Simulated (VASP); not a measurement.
**MoSe2: relaxation of shape and atoms at fixed volume with PBE+D3(BJ)**

MoSe2:

```xyz
6
Lattice="3.2787 0.0000 0.0000 -1.6393 2.8394 0.0000 0.0000 0.0000 12.7250" Properties=species:S:1:pos:R:3 pbc="T T T"
Mo    0.0000    1.8929    3.1813
Mo    1.6393    0.9465    9.5438
Se    0.0000    1.8929    7.8683
Se    1.6393    0.9465    1.5058
Se    0.0000    1.8929   11.2192
Se    1.6393    0.9465    4.8567
```

```json
{
 "Program": "VASP 6.6.1",
 "Task": "relaxation of shape and atoms at fixed volume",
 "Functional": "PBE",
 "Dispersion": "D3(BJ)",
 "Potentials or basis": "VASP PAW PBE potentials, release 64 (Mo_sv, Se)",
 "Cutoff": "600 eV",
 "k mesh": "9 × 9 × 2",
 "Occupations": "gaussian, width 0.03 eV",
 "Spin": "no spin polarisation",
 "Further INCAR settings": "ALGO = Normal; EDIFF = 1e-07; IBRION = 2; EDIFFG = -0.01; NSW = 40; ISIF = 4"
}
```

```yaml
Pressure_after_relaxing: 0.0 GPa
Band_gap_on_the_k_mesh: 0.84 eV, indirect (least direct gap 1.46 eV)
Dispersion_energy_per_atom: -0.479 eV
```

Final structure:
```
Mo Se
1.0
     3.27866    0.00000    0.00000
    -1.63933    2.83941    0.00000
     0.00000    0.00000   12.72501
Mo Se
2 4
Direct
  0.33333 0.66667 0.25000
  0.66667 0.33333 0.75000
  0.33333 0.66667 0.61833
  0.66667 0.33333 0.11833
  0.33333 0.66667 0.88167
  0.66667 0.33333 0.38167
```

Levels at points of the mesh, in eV from the valence-band top:
```
           k point  band 23  band 24  band 25  band 26  band 27  band 28  band 29  band 30
(0.00, 0.00, 0.00)    -1.48    -1.19    -0.67     0.00     2.46     2.47     2.54     2.56
(0.00, 0.00, 0.50)    -1.51    -1.51    -0.16    -0.16     2.47     2.47     2.47     2.47
```

Wall time 85 s on 2 MPI ranks on AMD EPYC 7R13 Processor (Zen 3), on a shared host, peak memory 0.3 GiB a rank.

Caveat: the relaxation stopped at its first step, so nothing moved; an odd mesh through Γ misses points on the zone boundary, where band edges often lie.
